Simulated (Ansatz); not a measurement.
# SiC (Moissanite 6H) (P6_3mc) in Ansatz: settings compared

One crystal, SiC (Moissanite 6H), is run at these levels: rPW86-PBE, PBE; tasks: relaxation of cell and atoms, single point.

Everything below comes from runs of Ansatz 0.2.0. Logs are shortened: lines on timing, memory, paths and dates and some standing lists are left out, and cuts for length are marked.

## (1) Starting point

It takes space group P6_3mc (No. 186, hexagonal). Conventional cell: a = 3.095 Å, b = 3.095 Å, c = 15.170 Å, α = 90.00°, β = 90.00°, γ = 120.00°. Si (site symmetry 3m) has 4 C at 1.90 Å as nearest neighbours. Si (site symmetry 3m) is surrounded by 4 C at 1.90 Å. Around Si (site symmetry 3m) lie 4 C at 1.90 Å. C (site symmetry 3m) is surrounded by 4 Si at 1.90 Å. C (site symmetry 3m) has 4 Si at 1.90 Å as nearest neighbours. C (site symmetry 3m) has 4 Si at 1.90 Å as nearest neighbours.

## (2) Relaxation of cell and atoms, rPW86-PBE

input.yaml reads:

```yaml
crystal:
  lattice:
    - [3.095, 0.0, 0.0]
    - [-1.5475, 2.6803486247, 0.0]
    - [0.0, 0.0, 15.17]
  atoms:
    - { symbol: Si, position: [0.6666666667, 0.3333333333, 0.4583] }
    - { symbol: Si, position: [0.3333333333, 0.6666666667, 0.9583] }
    - { symbol: Si, position: [0.6666666667, 0.3333333333, 0.7917] }
    - { symbol: Si, position: [0.3333333333, 0.6666666667, 0.2917] }
    - { symbol: Si, position: [0.0, 0.0, 0.625] }
    - { symbol: Si, position: [0.0, 0.0, 0.125] }
    - { symbol: C, position: [0.6666666667, 0.3333333333, 0.3333] }
    - { symbol: C, position: [0.3333333333, 0.6666666667, 0.8333] }
    - { symbol: C, position: [0.6666666667, 0.3333333333, 0.6667] }
    - { symbol: C, position: [0.3333333333, 0.6666666667, 0.1667] }
    - { symbol: C, position: [0.0, 0.0, 0.5] }
    - { symbol: C, position: [0.0, 0.0, 0.0] }
hamiltonian:
  xc: { exchange: rpw86, correlation: pbe }
  pseudopotentials: { kind: paw }
kpoints:
  mp_grid: { grid: [10, 10, 2] }
scf:
  occupations: { method: fermi_dirac, width: 0.05 }
output:
  forces: true
  stress: true
relax:
  f_tol: 0.01
  max_steps: 40
  cell: { stress_tol: 0.05 }
```

Potentials or basis: Ansatz PAW.

Command:

```bash
> ansatz run input.yaml --threads 2 --pin off --max-ram 5120MiB --backend cpu --events-out ev --progress --plain --runs-dir out
```

The program printed:

```text
Warning: RAYON_NUM_THREADS=2 ignored (pool sized by the plan → 2); use --threads N
Engine: ansatz 0.2.0, x86_64-unknown-linux-gnu
Pseudopotentials: kind: paw
Pseudopotential: Si, paw, valence charge 4, recommended cutoff 420 eV (normal), Si.paw.azcp
Pseudopotential: C, paw, valence charge 4, recommended cutoff 420 eV (normal), C.paw.azcp
Functional definition: unnamed
  exchange = rpw86_x
  correlation = pbe_c
Crystal: 12 atoms, lattice volume = 125.845 Å³
Basis set: ecut = 420 eV, 2451 PW (Γ), exchange–correlation on 48×48×216 points (8 copies of the dense FFT grid, shifted against one another)
Bands: 36, of which v1, the nominal top of the filled ones, is band 24 counted from 1 (23 counted from 0)
Symmetry: 12 space group operations
Space group: P63mc (ITA 186), of the structure as read, at distance tolerance 5.0e-5 Å
k-points: 28 of 200
Non-local potential: Si, projectors of the file, l = 0: 2, l = 1: 2, l = 2: 2
Non-local potential: C, projectors of the file, l = 0: 2, l = 1: 2, l = 2: 1
PAW form: soft (Blöchl's): semilocal exchange-correlation on the pseudo side does not see the compensation charge
PAW frozen core: Si, regenerated for the run's functional, and the local potential with it (the file was generated under x = pbe(κ = 0.804, μ = 0.2195149727645171), c = pbe(β = 0.06672455060314922))
PAW frozen core: C, regenerated for the run's functional, and the local potential with it (the file was generated under x = pbe(κ = 0.804, μ = 0.2195149727645171), c = pbe(β = 0.06672455060314922))
PAW one-centre angular grid: Si, 110 points (default); XC on 64 Gauss nodes
PAW one-centre angular grid: C, 110 points (default); XC on 64 Gauss nodes
Initial density: superposition of atomic densities (neutral atoms: chi_scale 0, normalization atom), corrected by the library's trained network
Initial wavefunctions: pseudopotential atomic-orbital guess
Functional: x = rpw86, c = pbe(β = 0.06672455060314922)
SCF iter   1: F=—  HF=-5415.259405 eV  |F-HF|=—  |Δ(HF+E_count)|=         —  Δρ=9.79e-3  dr2=1.29e-1  ethr=1.77e-3  ⟨swp⟩=6.6  Hψ=5237  notcnv=0  defer=26
preconditioner: auto → none  [insulator: Δε(μ)=2.393 eV  Ē_g=11.991 eV  σ=0.050 eV  W_gap=1.00  n_scr=10 (ndim 8)  ℏωp=22.9 eV  f_vac=0.000  D(μ)=0.00/eV (n_scr^D=0)  ε∞_Penn≈4.7]
SCF iter   2: F=—  HF=-5415.218796 eV  |F-HF|=—  |Δ(HF+E_count)|=   4.06e-2  Δρ=2.58e-3  dr2=9.42e-3  ethr=2.70e-4  ⟨swp⟩=2.8  Hψ=2020  notcnv=0  defer=172
SCF iter   3: F=—  HF=-5415.215601 eV  |F-HF|=—  |Δ(HF+E_count)|=   3.19e-3  Δρ=4.45e-4  dr2=2.43e-4  ethr=1.96e-5  ⟨swp⟩=2.2  Hψ=1523  notcnv=0  defer=174
SCF iter   4: F=—  HF=-5415.215581 eV  |F-HF|=—  |Δ(HF+E_count)|=   2.09e-5  Δρ=7.82e-5  dr2=4.80e-6  ethr=5.07e-7  ⟨swp⟩=2.8  Hψ=1719  notcnv=0  defer=174
SCF iter   5: F=—  HF=-5415.217909 eV  |F-HF|=—  |Δ(HF+E_count)|=   2.33e-3  Δρ=4.03e-5  dr2=1.84e-6  ethr=1.00e-8  ⟨swp⟩=2.0  Hψ=1508  notcnv=0  defer=174
SCF iter   6: F=-5415.217909 eV  HF=-5415.217909 eV  |F-HF|=2.43e-8  |Δ(HF+E_count)|=   5.29e-7  Δρ=7.47e-6  dr2=2.52e-8  ethr=2.08e-10  ⟨swp⟩=3.1  Hψ=3795  notcnv=0
SCF 1 converged in 6 iterations: F = -5415.217909 eV  dr2 = 2.52e-8
relax step   1: F+E_penalty+E_count = -5415.21790938 eV  Δ(F+E_penalty+E_count) = +0.000e0 eV  max|allowed force component| = 1.430e-1 eV/Å  Δτ_max = 0.0000 Å  P = +3.898 GPa  Ω = 125.845 Å³  (6 SCF iters, dr2 threshold 1.00e-7 eV, accepted)
Crystal: 12 atoms, lattice volume = 127.090 Å³
Basis set: ecut = 420 eV, 2475 PW (Γ), exchange–correlation on 48×48×216 points (8 copies of the dense FFT grid, shifted against one another)
Initial density: handed on by an earlier stage of this run
Initial wavefunctions: those handed on with the density
iter 1 solved again at ethr=2.36e-5 eV; its pass at ethr=3.10e-3 eV (dr2=1.13e-2 eV) is discarded
SCF iter   1: F=—  HF=-5415.239295 eV  |F-HF|=—  |Δ(HF+E_count)|=         —  Δρ=2.60e-3  dr2=1.08e-2  ethr=2.36e-5  ⟨swp⟩=2.1  Hψ=3658  notcnv=0
preconditioner: auto → none  [insulator: Δε(μ)=2.258 eV  Ē_g=11.858 eV  σ=0.050 eV  W_gap=1.00  n_scr=10 (ndim 8)  ℏωp=22.8 eV  f_vac=0.000  D(μ)=0.00/eV (n_scr^D=0)  ε∞_Penn≈4.7]
SCF iter   2: F=—  HF=-5415.235895 eV  |F-HF|=—  |Δ(HF+E_count)|=   3.40e-3  Δρ=4.52e-4  dr2=3.25e-4  ethr=2.26e-5  ⟨swp⟩=2.0  Hψ=1515  notcnv=0
SCF iter   3: F=—  HF=-5415.238135 eV  |F-HF|=—  |Δ(HF+E_count)|=   2.24e-3  Δρ=1.60e-4  dr2=2.86e-5  ethr=6.78e-7  ⟨swp⟩=2.2  Hψ=1615  notcnv=0
SCF iter   4: F=—  HF=-5415.238134 eV  |F-HF|=—  |Δ(HF+E_count)|=   1.88e-6  Δρ=4.83e-5  dr2=6.78e-6  ethr=5.95e-8  ⟨swp⟩=2.4  Hψ=1542  notcnv=0
iter 5 did not close the SCF: its close was put off for the readings that it lacked (scf_convergence_deferred on its scf_iter line)
SCF iter   5: F=-5415.238133 eV  HF=-5415.238132 eV  |F-HF|=3.37e-8  |Δ(HF+E_count)|=   1.06e-6  Δρ=1.22e-5  dr2=1.19e-7  ethr=1.41e-8  ⟨swp⟩=2.2  Hψ=1388  notcnv=0
SCF iter   6: F=-5415.238133 eV  HF=-5415.238133 eV  |F-HF|=4.66e-9  |Δ(HF+E_count)|=   6.02e-8  Δρ=2.45e-6  dr2=8.37e-9  ethr=2.49e-10  ⟨swp⟩=1.8  Hψ=2905  notcnv=0
SCF 2 converged in 6 iterations: F = -5415.238133 eV  dr2 = 8.37e-9
relax step   2: F+E_penalty+E_count = -5415.23813252 eV  Δ(F+E_penalty+E_count) = -2.022e-2 eV  max|allowed force component| = 7.448e-2 eV/Å  Δτ_max = 0.0025 Å  P = +1.781 GPa  Ω = 127.090 Å³  energy of the carried Pulay correction = -2.591e-3 eV  (6 SCF iters, dr2 threshold 1.20e-6 eV, accepted)
Crystal: 12 atoms, lattice volume = 128.188 Å³
Basis set: ecut = 420 eV, 2487 PW (Γ), exchange–correlation on 48×48×216 points (8 copies of the dense FFT grid, shifted against one another)
[... 50 lines left out ...]
iter 1 solved again at ethr=1.47e-7 eV; its pass at ethr=3.10e-3 eV (dr2=7.05e-5 eV) is discarded
SCF iter   1: F=—  HF=-5415.245219 eV  |F-HF|=—  |Δ(HF+E_count)|=         —  Δρ=2.39e-5  dr2=4.07e-7  ethr=1.47e-7  ⟨swp⟩=3.2  Hψ=8078  notcnv=0
preconditioner: auto → none  [insulator: Δε(μ)=2.294 eV  Ē_g=11.805 eV  σ=0.050 eV  W_gap=1.00  n_scr=10 (ndim 8)  ℏωp=22.7 eV  f_vac=0.000  D(μ)=0.00/eV (n_scr^D=0)  ε∞_Penn≈4.7]
SCF iter   2: F=—  HF=-5415.247509 eV  |F-HF|=—  |Δ(HF+E_count)|=   2.29e-3  Δρ=1.50e-5  dr2=2.26e-7  ethr=8.49e-10  ⟨swp⟩=3.0  Hψ=2242  notcnv=0
SCF iter   3: F=—  HF=-5415.247509 eV  |F-HF|=—  |Δ(HF+E_count)|=   3.09e-8  Δρ=8.99e-6  dr2=6.62e-8  ethr=4.71e-10  ⟨swp⟩=1.8  Hψ=1404  notcnv=0
SCF iter   4: F=—  HF=-5415.247509 eV  |F-HF|=—  |Δ(HF+E_count)|=   3.49e-9  Δρ=5.62e-6  dr2=2.26e-8  ethr=1.38e-10  ⟨swp⟩=1.0  Hψ=1008  notcnv=0
SCF iter   5: F=—  HF=-5415.247509 eV  |F-HF|=—  |Δ(HF+E_count)|=   1.56e-9  Δρ=3.25e-6  dr2=7.19e-9  ethr=4.71e-11  ⟨swp⟩=1.0  Hψ=1008  notcnv=0
SCF iter   6: F=—  HF=-5415.247509 eV  |F-HF|=—  |Δ(HF+E_count)|=  9.31e-10  Δρ=1.96e-6  dr2=2.67e-9  ethr=1.50e-11  ⟨swp⟩=1.0  Hψ=1008  notcnv=0
SCF iter   7: F=—  HF=-5415.247509 eV  |F-HF|=—  |Δ(HF+E_count)|=  2.49e-10  Δρ=1.40e-6  dr2=1.35e-9  ethr=5.56e-12  ⟨swp⟩=1.0  Hψ=1008  notcnv=0
SCF iter   8: F=—  HF=-5415.247509 eV  |F-HF|=—  |Δ(HF+E_count)|=  1.74e-10  Δρ=7.46e-7  dr2=3.92e-10  ethr=2.82e-12  ⟨swp⟩=1.1  Hψ=1042  notcnv=0
SCF iter   9: F=-5415.247509 eV  HF=-5415.247509 eV  |F-HF|=6.37e-12  |Δ(HF+E_count)|=  5.37e-11  Δρ=2.86e-7  dr2=5.69e-11  ethr=1.00e-12  ⟨swp⟩=2.8  Hψ=3611  notcnv=0
SCF 7 converged in 9 iterations: F = -5415.247509 eV  dr2 = 5.69e-11
relax step   7: F+E_penalty+E_count = -5415.24750879 eV  Δ(F+E_penalty+E_count) = -5.783e-5 eV  max|allowed force component| = 5.846e-5 eV/Å  Δτ_max = 0.0000 Å  P = +0.001 GPa  Ω = 128.225 Å³  stress off target by 1.10e-3 GPa  SCF on the basis re-selected at this cell (its energy is not comparable with the rows above)  (9 SCF iters)
basis re-selected at this cell: Δ(F+E_penalty+E_count) = -5.783e-5 eV, ΔP = +0.000 GPa vs the last step (what re-selecting the basis moved, of the pressure what is left beyond the Pulay correction that the steps carried, after the strain that the cell walked since its last selection, with what the two solves' SCF thresholds leave and, on support functions, any second-order correction that the steps lacked; it is no measure of the basis error at this ecutwfc). This SCF's stress stands 1.10e-3 GPa from its target on what of the cell is left free (relax.cell.stress_tol is 5.00e-2 GPa) and its largest allowed force component is 5.85e-5 eV/Å (relax.f_tol is 1.00e-2 eV/Å): within both
SCF converged after 9 iterations
Free energy (F): -5415.247509 eV
Harris-Foulkes:  -5415.247509 eV  (|F-HF|=6.37e-12)
Internal energy: -5415.247509 eV  (E = F + TS)
E sigma→0 (E₀):  -5415.247509 eV
Fermi energy:    10.306315 eV
--- Per-component energies (eV) ---
  E_band       = 161.620771
  E_kinetic    = 811.232858
  E_local      = -658.754721  (includes V_loc(G=0)·N_el)
  E_nonlocal   = 317.398899
  E_hartree    = 201.408656
  E_xc         = -636.655265
  E_vxc        = -652.637139  (∫ρ·V_xc dr)
  E_paw        = -3760.359232  (= ΣΔE_a)
  E_vpaw       = -58.436436  (= ΣTr[D̂ρ^β])
  E_aug_tail   = 0.000071  (compensation charges beyond the density's cutoff)
  E_ewald      = -1689.596689
  E_core_change = 0.077915  (= ΣΔE_core)
  E_smearing   = -0.000000  (= −TS)
  E_closure    = -0.000000  (closes the sum)
  Σ components = -5415.247509   (vs F -5415.247509, Δ=0.00e0)
--- Forces (eV/Å), atoms counted from 1 ---
  atom   1  Si     0.00000000    -0.00000000    -0.00007535
  atom   2  Si    -0.00000000     0.00000000    -0.00007535
  atom   3  Si    -0.00000000     0.00000000    -0.00009373
  atom   4  Si     0.00000000    -0.00000000    -0.00009373
  atom   5  Si    -0.00000000     0.00000000    -0.00000642
  atom   6  Si     0.00000000    -0.00000000    -0.00000642
  atom   7  C     -0.00000000     0.00000000     0.00000283
  atom   8  C      0.00000000    -0.00000000     0.00000283
  atom   9  C      0.00000000    -0.00000000    -0.00001178
  atom  10  C     -0.00000000     0.00000000    -0.00001178
  atom  11  C     -0.00000000     0.00000000    -0.00002717
  atom  12  C      0.00000000    -0.00000000    -0.00002717
  max |Σ_I F_I| component: 4.23e-4 eV/Å
--- Stress (GPa, compression-positive) ---
        0.001102       0.000000      -0.000000
        0.000000       0.001102      -0.000000
       -0.000000      -0.000000       0.000819
  P = ⅓ Tr σ = 0.0010 GPa (0.010 kbar)
--- Relaxed structure (5 steps of the walk, 5 accepted, 2 SCFs on fresh bases) ---
  F+E_penalty+E_count = -5415.24750879 eV   max|allowed force component| = 5.846e-5 eV/Å   (the final SCF, on the basis selected at the relaxed cell)
  cell:  # Å, volume = 128.2248 Å³
    - [3.1129572009432085, -2.5375465536045985e-33, -6.542112208511856e-34]
    - [-1.5564786004716042, 2.6959000169105183, 6.441530540120919e-19]
    - [-1.9433855623118915e-34, 3.64572046311093e-18, 15.27900999015579]
  atoms:
    - { symbol: Si, position: [0.6666666666666665, 0.33333333333333326, 0.4582762491699877] }
    - { symbol: Si, position: [0.33333333333333326, 0.6666666666666665, 0.9582762491699878] }
    - { symbol: Si, position: [0.6666666666666665, 0.33333333333333326, 0.7918082496829268] }
    - { symbol: Si, position: [0.33333333333333326, 0.6666666666666665, 0.29180824968292685] }
    - { symbol: Si, position: [3.429428621247246e-21, 6.858857242491507e-21, 0.625065493543527] }
    - { symbol: Si, position: [3.4294286212464635e-21, 6.85885724249531e-21, 0.12506549354352706] }
    - { symbol: C, position: [0.6666666666666665, 0.33333333333333326, 0.33330935197367806] }
    - { symbol: C, position: [0.33333333333333326, 0.6666666666666665, 0.8333093519736783] }
    - { symbol: C, position: [0.6666666666666665, 0.33333333333333326, 0.6668616613668558] }
    - { symbol: C, position: [0.33333333333333326, 0.6666666666666665, 0.16686166136685576] }
    - { symbol: C, position: [-1.6808775379717648e-20, -3.361755075943761e-20, 0.4996789942630245] }
    - { symbol: C, position: [-1.68087753797139e-20, -3.3617550759425414e-20, -0.00032100573697546223] }
```

Run time: 22 s. Hardware: 2 threads of Intel Xeon Platinum 8488C (Sapphire Rapids), shared host; peak memory 0.48 GiB.

Results:

- Free energy: -5415.2475 eV
- Relaxed volume: 10.69 Å³/atom
- Relaxed cell: a = 3.113 Å, b = 3.113 Å, c = 15.279 Å, α = 90.00°, β = 90.00°, γ = 120.00°
- Space group after relaxing (to 0.05 Å): P6_3mc (No. 186)
- Energy gained by relaxing: 2.5 meV/atom
- Ionic steps: 7
- Pressure after relaxing: 0.0 GPa
- Band gap on the k mesh: 2.29 eV

The path:
```
step  energy change (eV)  largest force (eV/Å)  volume (Å³)
   1              0.0000                0.1431       125.85
   2             -0.0202                0.0745       127.09
   3             -0.0242                0.0103       128.19
   4             -0.0243                0.0017       128.19
   5             -0.0296                0.0017       128.19
   6             -0.0295                0.0001       128.22
   7             -0.0296                0.0001       128.22
```

Final structure:
```cif
data_structure
_symmetry_space_group_name_H-M 'P 1'
_symmetry_Int_Tables_number 1
_cell_length_a 3.1130
_cell_length_b 3.1130
_cell_length_c 15.2790
_cell_angle_alpha 90.000
_cell_angle_beta 90.000
_cell_angle_gamma 120.000
_cell_volume 128.22
loop_
_atom_site_label
_atom_site_type_symbol
_atom_site_fract_x
_atom_site_fract_y
_atom_site_fract_z
_atom_site_occupancy
Si1 Si 0.66667 0.33333 0.45828 1
Si2 Si 0.33333 0.66667 0.95828 1
Si3 Si 0.66667 0.33333 0.79181 1
Si4 Si 0.33333 0.66667 0.29181 1
Si5 Si 0.00000 0.00000 0.62507 1
Si6 Si 0.00000 0.00000 0.12507 1
C1 C 0.66667 0.33333 0.33331 1
C2 C 0.33333 0.66667 0.83331 1
C3 C 0.66667 0.33333 0.66686 1
C4 C 0.33333 0.66667 0.16686 1
C5 C 0.00000 0.00000 0.49968 1
C6 C 0.00000 0.00000 0.99968 1
```

Caveat: the plane-wave basis is chosen anew once the cell has moved, so the energies of steps on either side of that aren't comparable; the pressure holds a Pulay correction of +0.3 GPa for the finite cutoff; the PAW data sets come from PBE, with cores solved anew for the run's functional, which leaves a small shift of forces and pressure.

## (3) Single point, PBE

input.yaml: that of step 2 with these lines changed.

```diff
@@ -19,3 +19,3 @@
 hamiltonian:
-  xc: { exchange: rpw86, correlation: pbe }
+  xc: pbe
   pseudopotentials: { kind: paw }
@@ -25,2 +25,4 @@
   occupations: { method: fermi_dirac, width: 0.05 }
+basis:
+  ecutwfc: "300 eV"
 output:
@@ -28,5 +30,2 @@
   stress: true
-relax:
-  f_tol: 0.01
-  max_steps: 40
-  cell: { stress_tol: 0.05 }
+  eigenvalues: true
```

Potentials or basis: Ansatz PAW.

Command:

```bash
> ansatz run input.yaml --threads 2 --pin off --max-ram 5120MiB --backend cpu --events-out ev --progress --plain --runs-dir out
```

Run time: 2.2 s. Hardware: 2 threads of Intel Xeon Platinum 8488C (Sapphire Rapids), shared host; peak memory 0.39 GiB.

It converged, with:

- Free energy: -5322.1311 eV
- Pressure: 0.4 GPa
- Largest force: 0.143 eV/Å
- Band gap on the k mesh: 2.02 eV, indirect (least direct gap 3.11 eV)

Forces on the atoms (eV/Å):
```
Si   0.000  0.000  0.054
Si   0.000  0.000  0.054
Si   0.000  0.000  0.024
Si   0.000  0.000  0.024
Si   0.000  0.000  0.042
Si   0.000  0.000  0.042
C    0.000  0.000 -0.016
C    0.000  0.000 -0.016
C    0.000  0.000  0.039
C    0.000  0.000  0.039
C    0.000  0.000 -0.143
C    0.000  0.000 -0.143
```

Stress tensor (GPa, compression positive):
```
0.15 0.00 0.00
0.00 0.15 0.00
0.00 0.00 0.97
```

Levels at points of the mesh, in eV from the valence-band top:
| k point | band 21 | band 22 | band 23 | band 24 | band 25 | band 26 | band 27 | band 28 |
| --- | --- | --- | --- | --- | --- | --- | --- | --- |
| (0.00, 0.00, 0.00) | -0.30 | -0.04 | 0.00 | 0.00 | 5.01 | 5.19 | 5.59 | 6.09 |
| (0.00, 0.00, -0.50) | -0.10 | -0.10 | -0.10 | -0.10 | 5.08 | 5.08 | 5.83 | 5.83 |
| (0.00, -0.50, 0.00) | -1.80 | -1.77 | -1.66 | -1.10 | 2.02 | 2.20 | 3.18 | 3.86 |
| (0.00, -0.50, -0.50) | -1.72 | -1.72 | -1.30 | -1.30 | 2.05 | 2.05 | 3.40 | 3.40 |

Caveat: the pressure holds a Pulay correction of +5.8 GPa for the finite cutoff; the cutoff lies under the one recommended for these potentials. As with any semilocal functional, this PBE gap is likely too small.
